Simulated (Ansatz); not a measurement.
## TaSi2: how the axes shrink under pressure

TaSi2, P6_422, a = 4.805 Å, c = 6.599 Å. The structure is a COD entry; whether it is the stable form wasn't checked. Ansatz: PBE, PAW, 420 eV, Γ-centred 9×9×6 mesh on 9 atoms, Gaussian smearing 0.10 eV; no spin polarisation. Cell and atoms are relaxed at each pressure, and no other structure is tried, so the rows at high pressure may lie past a change of phase. y = 100 ln(c/c0) with c0 = 6.5986 Å, so nearly a change in per cent. The pressures are the targets, met within 0.02 GPa.

| P (GPa) | y | 100 ln(a/a0) |
| --- | --- | --- |
| -2.0 | ? | ? |
| 0.0 | 0.00 | 0.00 |
| 2.0 | -0.27 | -0.39 |
| 5.0 | -0.66 | -0.96 |
| 10.0 | -1.28 | -1.82 |
| 20.0 | -2.37 | -3.32 |

Problem. Fit y = c1 P + c2 P² to the other rows, give the linear compressibility along c, and predict the missing y.

Solution. Least squares on the rows shown. y = −0.1371 P + 0.0009294 P². The linear compressibility along c is −c1/100 = 1.37 per TPa, against 1.99 along a from the same fit to the last column (its missing entry is 0.42): the crystal is softer along a at low pressure. At P = -2.0 the fit asked for gives 0.28. The run gave 0.29, so the fit is 0.01 too low, a small miss on the scale of the series.

Spin–orbit coupling is left out, which can shift energies with elements as heavy as these.